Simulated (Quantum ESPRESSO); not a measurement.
# HfN in Quantum ESPRESSO: the effect of Hubbard term

Crystal: HfN.

```
Hf N
1.0
     0.00000    2.25600    2.25600
     2.25600    0.00000    2.25600
     2.25600    2.25600    0.00000
Hf N
1 1
Cartesian
  0.0000 0.0000 0.0000
  2.2560 2.2560 2.2560
```

Alike in all runs:

* Program: Quantum ESPRESSO 7.5
* Task: Hubbard U by linear response
* Functional: LDA
* Potentials or basis: GBRV 1.5 LDA
* Cutoff: 612 eV
* Density cutoff: 4898 eV
* k mesh: 8 × 8 × 8
* Occupations: cold, width 0.2 eV
* Spin: no spin polarisation
* Start of the occupations: default
* Hubbard projectors: ortho-atomic
* Form of the LDA correlation: PZ81
* Mixing beta: 0.3
* Most SCF iterations: 120
* SCF threshold: 4e-10 Ry
* q mesh: 2 × 2 × 2

```tsv
Hubbard term	pressure (GPa)
Hf d U = 0.0001 eV	-8.7
Hf d U = 2.0 eV	-5.2
Hf d U = 4.0 eV	?
Hf d U = 6.0 eV	2.7
Hf d U = 8.0 eV	7.1
```

Question: What does the run with Hubbard term Hf d U = 4.0 eV give?

Answer: Pressure -1.4 GPa.

Worked out: A parabola through the other rows of the pressure, of slope 1.98 GPa per eV there, gives -1.4 GPa, against the run's -1.4.

Caveats: U without spin polarisation on a metal has little footing.

Runs at the PBE level aren't shown here.
